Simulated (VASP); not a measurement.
# KCl (I-4m2) in VASP: further runs, part 2 of 2

VASP 6.6.1. Earlier steps stand in the parts before.

**4. Single point, PBE (shear_111 strain -2.2%)**

Contents of INCAR:

```
SYSTEM = KCl
PREC     = Accurate       ! precision mode
ENCUT    = 520            ! plane-wave cutoff, eV
EDIFF    = 1E-6           ! SCF threshold, eV
ISMEAR   = -1             ! smearing method
SIGMA    = 0.02           ! smearing width, eV
LREAL    = .False.        ! projectors in reciprocal space
LASPH    = .True.         ! aspherical terms in the spheres
NELM     = 100            ! most SCF steps
ALGO     = Normal         ! electronic algorithm
ISIF     = 2              ! what is computed and relaxed
LWAVE    = .False.        ! write WAVECAR
LCHARG   = .False.        ! write CHGCAR
GGA      = PE             ! functional
NBANDS   = 15             ! bands
```

Contents of KPOINTS:

```
Automatic mesh
0
Gamma
  6 6 6
  0 0 0
```

Contents of POSCAR:

```
KCl
1.0
   -0.0519077859      3.4553750465      3.4553750465
    3.4553750465     -0.0519077859      3.4553750465
    3.4553750465      3.4553750465     -0.0519077859
K Cl
1 1
Direct
   -0.0017960203     -0.0017960203     -0.0017960203
    0.2517960203      0.2517960203      0.2517960203
```

Potentials or basis: VASP PAW PBE potentials, release 64 (K_sv, Cl).

Started as:

```console
$ cat potpaw_PBE.64/K_sv/POTCAR potpaw_PBE.64/Cl/POTCAR > POTCAR
$ mpirun -np 1 vasp_std > vasp.out
```

OUTCAR:

```text
SYSTEM = KCl
   PREC = Accurate
   ENCUT = 520
   EDIFF = 1E-6
   ISMEAR = -1
   LREAL = .False.
   LASPH = .True.
   NELM = 100
   ISIF = 2
   GGA = PE

 ion  position               nearest neighbor table
   1  0.998  0.998  0.998-   2 3.01   2 3.02   2 3.02   2 3.02
   2  0.252  0.252  0.252-   1 3.01   1 3.02   1 3.02   1 3.02

  LATTYP: Found a trigonal (rhomboedric) cell.
 ALAT       =     4.8869139385
 COS(alpha) =     0.4849229531

  Lattice vectors:

 A1 = (  -0.0519077859,   3.4553750465,   3.4553750465)
 A2 = (   3.4553750465,  -0.0519077859,   3.4553750465)
 A3 = (   3.4553750465,   3.4553750465,  -0.0519077859)

Analysis of symmetry for initial positions (statically):
=====================================================================
 Subroutine PRICEL returns:
 Original cell was already a primitive cell.

 Routine SETGRP: Setting up the symmetry group for a
 trigonal (rhombohedral) supercell.

 Subroutine GETGRP returns: Found  6 space group operations
 (whereof  6 operations were pure point group operations)
 out of a pool of 12 trial point group operations.

The static configuration has the point symmetry C_3v.

Analysis of symmetry for dynamics (positions and initial velocities):
=====================================================================
 Subroutine PRICEL returns:
 Original cell was already a primitive cell.

 Routine SETGRP: Setting up the symmetry group for a
 trigonal (rhombohedral) supercell.

 Subroutine GETGRP returns: Found  6 space group operations
 (whereof  6 operations were pure point group operations)
 out of a pool of 12 trial point group operations.

The dynamic configuration has the point symmetry C_3v.

 Subroutine INISYM returns: Found  6 space group operations
 (whereof  6 operations are pure point group operations),
 and found     1 'primitive' translations

----------------------------------------------------------------------------------------

                                     Primitive cell

  volume of cell :      84.3708

  direct lattice vectors                    reciprocal lattice vectors
    -0.051907786  3.455375046  3.455375046    -0.141481602  0.143639401  0.143639401
     3.455375046 -0.051907786  3.455375046     0.143639401 -0.141481602  0.143639401
     3.455375046  3.455375046 -0.051907786     0.143639401  0.143639401 -0.141481602

  length of vectors
     4.886913938  4.886913938  4.886913938     0.247551204  0.247551204  0.247551204

  position of ions in fractional coordinates (direct lattice)
     0.998203980  0.998203980  0.998203980
     0.251796020  0.251796020  0.251796020

  ion indices of the primitive-cell ions
   primitive index   ion index
                 1           1
                 2           2

----------------------------------------------------------------------------------------

 KPOINTS: Automatic mesh

Automatic generation of k-mesh.
 Grid dimensions read from file:
 generate k-points for:    6    6    6

 Generating k-lattice:

  Cartesian coordinates                     Fractional coordinates (reciprocal lattice)
    -0.023580267  0.023939900  0.023939900     0.166666667  0.000000000 -0.000000000
     0.023939900 -0.023580267  0.023939900     0.000000000  0.166666667 -0.000000000
     0.023939900  0.023939900 -0.023580267     0.000000000  0.000000000  0.166666667

  Length of vectors
     0.041258534  0.041258534  0.041258534

  Shift w.r.t. Gamma in fractional coordinates (k-lattice)
     0.000000000  0.000000000  0.000000000

 Subroutine IBZKPT returns following result:
 ===========================================

 Found     32 irreducible k-points:

 Following reciprocal coordinates:
            Coordinates               Weight
  0.000000  0.000000  0.000000      1.000000
  0.166667 -0.000000 -0.000000      6.000000
  0.333333  0.000000  0.000000      6.000000
  0.500000  0.000000  0.000000      3.000000
  0.166667  0.166667 -0.000000      6.000000
  0.333333  0.166667 -0.000000     12.000000
[... 16 lines left out ...]
  0.500000  0.500000  0.166667      6.000000
 -0.333333  0.500000  0.166667     12.000000
 [... further k-points ...]
   k-points           NKPTS =     32   k-points in BZ     NKDIM =     32   number of bands    NBANDS=     15
   number of dos      NEDOS =    301   number of ions     NIONS =      2
   total plane-waves  NPLWV =  46656
   dimension x,y,z NGX =    36 NGY =   36 NGZ =   36
   dimension x,y,z NGXF=    72 NGYF=   72 NGZF=   72
   ions per type =               1   1
   NGX,Y,Z   is equivalent  to a cutoff of  12.25, 12.25, 12.25 a.u.
   NGXF,Y,Z  is equivalent  to a cutoff of  24.49, 24.49, 24.49 a.u.
 SYSTEM =  KCl
   PREC   = accura    normal or accurate (medium, high low for compatibility)
   ISTART =      0    job   : 0-new  1-cont  2-samecut
   ICHARG =      2    charge: 1-file 2-atom 10-const
   ISPIN  =      1    spin polarized calculation?
   LNONCOLLINEAR =      F non collinear calculations
   LSORBIT =      F    spin-orbit coupling
   LASPH  =      T    aspherical Exc in radial PAW
   ENCUT  =  520.0 eV  38.22 Ry    6.18 a.u.   9.09  9.09  9.09*2*pi/ulx,y,z
   NELM   =    100;   NELMIN=  2; NELMDL= -5     # of ELM steps
   EDIFF  = 0.1E-05   stopping-criterion for ELM
[... 8 lines left out ...]
   TEBEG  =    0.0;   TEEND  =   0.0 temperature during run
   PSTRESS=    0.0 pullay stress
   NELECT =      16.0000    total number of electrons
   NUPDOWN=      -1.0000    fix difference up-down
   EMIN   =  10.00;   EMAX   =-10.00  energy-range for DOS
   EFERMI =   0.00;   METHOD = LEGACY
   ISMEAR =    -1;   SIGMA  =   0.02  broadening in eV -4-tet -1-fermi 0-gaus
   EFERMI_NEDOS =   21; number of points for ismear=-14 and -15
   IALGO  =     38    algorithm
   IMIX   =      4    mixing-type and parameters
     AMIX     =   0.40;   BMIX     =  1.00
     AMIX_MAG =   1.60;   BMIX_MAG =  1.00
  volume/ion in A,a.u.               =      42.19       284.68
  Fermi-wavevector in a.u.,A,eV,Ry     =   0.940555  1.777391 12.036299  0.884643
  Thomas-Fermi vector in A             =   2.067978
   LORBIT       =      0    0 simple, 1 ext, 2 COOP (PROOUT), +10 PAW based schemes
   GGA     = PE    functional components
   LHFCALC =     F    Hartree Fock is set to
   AEXX    =    0.0000 exact exchange contribution
   IVDW    =     0    specifies the selected vdW correction
   LEPSILON=     F    determine dielectric tensor
   LRPA    =     F    only Hartree local field effects (RPA)
 non-spin polarized calculation
  energy-cutoff  :      520.00
  volume of cell :       84.37
 maximum number of plane-waves:      2294
   NGX = 19   NGY = 19   NGZ = 19

 number of electron      16.0000000 magnetization

 Free energy of the ion-electron system (eV)
  ---------------------------------------------------
  ext. energy  EPLUGINS =         0.00000000
  ---------------------------------------------------
  free energy    TOTEN  =        -6.61260281 eV

  energy without entropy =       -6.61260281  energy(sigma->0) =       -6.61260281

 E-fermi :  -2.6005     XC(G=0):  -6.1937

 val. band max:       -3.1430535919   @ k =   0.5000   0.5000   0.0000
 cond. band min:       1.6645336722   @ k =   0.0000   0.0000   0.0000
 fundamental gap:      4.8075872641
 Fermi energy:        -2.6005086646

 k-point     1 :       0.0000    0.0000    0.0000
  band No.  band energies     occupation
      1     -30.3375      2.00000
      2     -14.9107      2.00000
      3     -13.8379      2.00000
      4     -13.8359      2.00000
      5     -13.8359      2.00000
      6      -3.2081      2.00000
      7      -3.2081      2.00000
      8      -3.1782      2.00000
      9       1.6645      0.00000
     10       6.2547      0.00000
     11       6.2547      0.00000
     12       7.2434      0.00000
     13       7.3111      0.00000
     14       7.3111      0.00000
     15       8.2737      0.00000
[... 397 lines left out ...]
 k-point    24 :      -0.3333    0.5000    0.1667
  band No.  band energies     occupation
      1     -30.3331      2.00000
      2     -15.1486      2.00000
      3     -13.8741      2.00000
      4     -13.8649      2.00000
      5     -13.5372      2.00000
      6      -3.4758      2.00000
      7      -3.2578      2.00000
      8      -3.1558      2.00000
      9       3.6994      0.00000
     10       4.5660      0.00000
     11       6.7684      0.00000
     12       6.8752      0.00000
     13       6.9980      0.00000
     14       7.4121      0.00000
     15       7.9997      0.00000

 [... further k-points ...]

------------------------ aborting loop because EDIFF is reached ----------------------------------------

  FORCE on cell =-STRESS in cart. coord.  units (eV):
  Direction    XX          YY          ZZ          XY          YZ          ZX
  --------------------------------------------------------------------------------------
  -------------------------------------------------------------------------------------
  Total        0.3045877      0.3045877      0.3045877      0.0186499      0.0186499      0.0186499
  in kB        5.7840305      5.7840305      5.7840305      0.3541552      0.3541552      0.3541552
  external PRESSURE =       5.7840305 kB  Pullay stress =       0.0000000 kB

 VOLUME and BASIS-vectors are now :
 -----------------------------------------------------------------------------
  energy-cutoff  :      520.00
  volume of cell :       84.37
      direct lattice vectors                 reciprocal lattice vectors
    -0.051907786  3.455375046  3.455375046    -0.141481602  0.143639401  0.143639401
     3.455375046 -0.051907786  3.455375046     0.143639401 -0.141481602  0.143639401
     3.455375046  3.455375046 -0.051907786     0.143639401  0.143639401 -0.141481602

 POSITION                                       TOTAL-FORCE (eV/Angst)
 -----------------------------------------------------------------------------------
      6.84652      6.84652      6.84652        -0.001129     -0.001129     -0.001129
      1.72703      1.72703      1.72703         0.001129      0.001129      0.001129
 -----------------------------------------------------------------------------------
    total drift:                               -0.000074     -0.000074     -0.000074

  FREE ENERGIE OF THE ION-ELECTRON SYSTEM (eV)
  ---------------------------------------------------
  free  energy   TOTEN  =        -6.6126028133 eV

  energy  without entropy=       -6.6126028133  energy(sigma->0) =       -6.61260281
```

Run time: 20 s. Hardware: 1 thread of Intel Xeon Platinum 8488C (Sapphire Rapids), shared host; peak memory 0.22 GiB.

Results:

```
Free energy            : -6.6126 eV
Pressure               : 0.6 GPa
Band gap on the k mesh : 4.81 eV, indirect (least direct gap 4.84 eV)
```

Levels at points of the mesh, in eV from the valence-band top:
| k point | band 5 | band 6 | band 7 | band 8 | band 9 | band 10 | band 11 | band 12 |
| --- | --- | --- | --- | --- | --- | --- | --- | --- |
| (0.00, 0.00, 0.00) | -10.69 | -0.06 | -0.06 | -0.04 | 4.81 | 9.40 | 9.40 | 10.39 |
| (0.50, 0.00, 0.00) | -10.48 | -0.37 | -0.02 | -0.01 | 7.30 | 7.47 | 8.88 | 9.11 |
| (0.50, 0.50, 0.00) | -10.40 | -0.43 | -0.02 | 0.00 | 6.70 | 7.72 | 10.01 | 10.33 |
| (0.50, 0.50, 0.50) | -10.50 | -0.35 | -0.04 | -0.04 | 7.38 | 7.51 | 8.97 | 8.97 |

A k mesh can miss the band edges.

**5. Single point, r2SCAN (biaxial_xy strain +1.5%)**

Contents of POSCAR:

```
KCl
1.0
    0.0000000000      3.5612949880      3.5072828324
    3.5612949880      0.0000000000      3.5072828324
    3.5612949880      3.5612949880      0.0000000000
K Cl
1 1
Direct
    0.0000000000      0.0000000000      0.0000000000
    0.2500000000      0.2500000000      0.2500000000
```

Contents of INCAR.step1:

```
SYSTEM = KCl
PREC     = Accurate       ! precision mode
ENCUT    = 520            ! plane-wave cutoff, eV
ISMEAR   = 0              ! smearing method
SIGMA    = 0.01           ! smearing width, eV
LREAL    = .FALSE.        ! projectors in reciprocal space
LASPH    = .TRUE.         ! aspherical terms in the spheres
NELM     = 100            ! most SCF steps
NBANDS   = 15             ! bands
GGA      = PE             ! functional
ALGO     = Normal         ! electronic algorithm
EDIFF    = 1E-4           ! SCF threshold, eV
LWAVE    = .TRUE.         ! write WAVECAR
LCHARG   = .FALSE.        ! write CHGCAR
```

Contents of INCAR.step2:

```
SYSTEM = KCl
PREC     = Accurate       ! precision mode
ENCUT    = 520            ! plane-wave cutoff, eV
EDIFF    = 1E-7           ! SCF threshold, eV
ISMEAR   = 0              ! smearing method
SIGMA    = 0.01           ! smearing width, eV
LREAL    = .FALSE.        ! projectors in reciprocal space
LASPH    = .TRUE.         ! aspherical terms in the spheres
NELM     = 100            ! most SCF steps
ALGO     = Normal         ! electronic algorithm
ISIF     = 2              ! what is computed and relaxed
LWAVE    = .FALSE.        ! write WAVECAR
LCHARG   = .FALSE.        ! write CHGCAR
METAGGA  = R2SCAN         ! meta-GGA
LMIXTAU  = .TRUE.       
NBANDS   = 15             ! bands
ISTART   = 1
```

Contents of KPOINTS:

```
regular mesh
0
G
  6 6 6
  0 0 0
```

Started as:

```console
$ cat potpaw_PBE.64/K_sv/POTCAR potpaw_PBE.64/Cl/POTCAR > POTCAR
$ cp INCAR.step1 INCAR
$ mpirun -np 1 vasp_std > vasp.out
$ cp INCAR.step2 INCAR
$ mpirun -np 1 vasp_std > vasp.out
```

It took 1.9 min on 1 thread of Intel Xeon Platinum 8488C (Sapphire Rapids), shared host; peak memory 0.27 GiB.

It converged, with:

```yaml
Free_energy: -16.2195 eV
Pressure: -0.4 GPa
Band_gap_on_the_k_mesh: 5.30 eV, indirect (least direct gap 5.32 eV)
```

Levels at points of the mesh, in eV from the valence-band top:
```
           k point  band 5  band 6  band 7  band 8  band 9  band 10  band 11  band 12
(0.00, 0.00, 0.00)  -11.16   -0.03   -0.03   -0.03    5.30    10.03    10.13    11.01
(0.50, 0.00, 0.00)  -10.99   -0.32   -0.01    0.00    7.72     7.99     9.57     9.64
(0.50, 0.50, 0.00)  -10.93   -0.36   -0.01   -0.01    7.15     8.25    10.74    10.99
(0.50, 0.00, 0.50)  -10.92   -0.37    0.00    0.00    7.13     8.23    10.65    10.98
```

Caveat: the PAW data sets were made with another functional, which shifts forces and pressure a little.

**6. The runs side by side**

```csv
level,cell,k mesh,smearing,exchange at q = 0,grid for exact exchange (PRECFOCK),screening parameter,gap on the mesh (eV),pressure (GPa)
HSE06,biaxial_xy strain +1.5%,4 × 4 × 4,gaussian 0.01 eV,truncated,Normal,0.2079 1/A,5.95,-0.2
HSE06,shear_xy strain -1.6%,4 × 4 × 4,gaussian 0.01 eV,truncated,Normal,0.2079 1/A,6.01,0.2
PBE,shear_111 strain -2.2%,6 × 6 × 6,fermi-dirac 0.02 eV,-,-,-,4.81,0.6
r2SCAN,biaxial_xy strain +1.5%,6 × 6 × 6,gaussian 0.01 eV,-,-,-,5.30,-0.4
```

Alike in all rows: task single point; potentials or basis VASP PAW PBE potentials, release 64 (K_sv, Cl); no spin polarisation; cutoff (eV) 520.

Caveats: the PAW data sets were made with another functional, which shifts forces and pressure a little (some runs).

Total energies depend on the potentials used, so only differences within one code and one set of settings carry meaning.
